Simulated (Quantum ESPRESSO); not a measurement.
Pb:

```
Pb
1.0
     3.48000    0.00000    0.00000
    -1.74000    3.01377    0.00000
     0.00000    0.00000    5.59000
Pb
2
Cartesian
  -0.0266 1.9870 1.4336
  1.7666 1.0267 4.1564
```

This isn't the form of Pb at room conditions, which is fcc.

```yaml
Program: Quantum ESPRESSO 7.5
Task: relaxation of the atoms
Functional: PBE
Dispersion: D3(BJ)
Potentials_or_basis: GBRV 1.5 PBEsol
Cutoff: 612 eV
Density_cutoff: 4898 eV
k_mesh: 5 × 5 × 3
Occupations: methfessel-paxton, width 0.05 eV
Spin: no spin polarisation
```

At the start: volume 29.31 Å³/atom.

Q: Where does the relaxation end?

A: Over 19 steps the energy falls by 3.6 meV/atom; space group P6_3/mmc (No. 194, to 0.05 Å).

The path:
| step | energy change (eV) | largest force (eV/Å) |
| --- | --- | --- |
| 1 | 0.0000 | 0.1629 |
| 2 | -0.0005 | 0.1567 |
| 3 | -0.0015 | 0.1445 |
| 4 | -0.0027 | 0.1269 |
| 5 | -0.0041 | 0.1039 |
| 6 | -0.0053 | 0.0768 |
| 7 | -0.0063 | 0.0491 |
| 8 | -0.0068 | 0.0290 |
| 9 | -0.0068 | 0.0358 |
| 10 | -0.0069 | 0.0354 |
| 11 | -0.0069 | 0.0347 |
| 12 | -0.0069 | 0.0336 |
| 13 | -0.0069 | 0.0321 |
| 14 | -0.0070 | 0.0303 |
| 15 | -0.0070 | 0.0285 |
| 16 | -0.0070 | 0.0264 |
| 17 | -0.0071 | 0.0240 |
| 18 | -0.0071 | 0.0213 |
| 19 | -0.0072 | 0.0186 |

Final structure:
```xyz
2
Lattice="3.4800 0.0000 0.0000 -1.7400 3.0138 0.0000 0.0000 0.0000 5.5900" Properties=species:S:1:pos:R:3 pbc="T T T"
Pb   -0.0087    2.0014    1.3954
Pb    1.7487    1.0124    4.1946
```

Caveat: the k mesh is coarse (spacing up to 0.42 Å⁻¹), so the values aren't converged; the potentials were made for another functional, which shifts forces and pressure; pairwise dispersion overbinds metals, which lowers pressure and volume.
